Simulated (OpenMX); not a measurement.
Os, 2 atoms in the cell. The structure is hexagonal, space group P6_3/mmc (No. 194). The conventional cell has a = 2.734 Å, b = 2.734 Å, c = 4.320 Å, α = 90.00°, β = 90.00°, γ = 120.00°. Os (site symmetry -6m2) is surrounded by 12 Os at 2.68 to 2.73 Å. 

| Item | Value |
| --- | --- |
| Program | OpenMX 3.8.5 |
| Task | single point |
| Functional | PBE |
| Potentials or basis | OpenMX 2013 PBE set, Os7.0-s3p2d2, grid cutoff 560 Ry |
| k mesh | 9 × 9 × 5 |
| Occupations | fermi-dirac, width 0.05 eV |
| Spin | no spin polarisation |
| Mixing scheme | rmm-diisk |
| SCF threshold | 1e-08 Ha |
| Solver | band |
| Max SCF cycles | 100 |

Potentials or basis: OpenMX 2013 PBE set, Os7.0-s3p2d2, grid cutoff 560 Ry.

Run with:

```bash
$ openmx Os.dat -nt 1 > Os.std
```

Hardware: 1 thread of Arm Neoverse V2 (shared host).

**Question.** How long does it take, and how much memory?

**Answer.** It took 120 s on 1 thread of Arm Neoverse V2, on a shared host, peak memory 1.1 GiB. Counts: k points 203, basis 38, scf iterations 14.
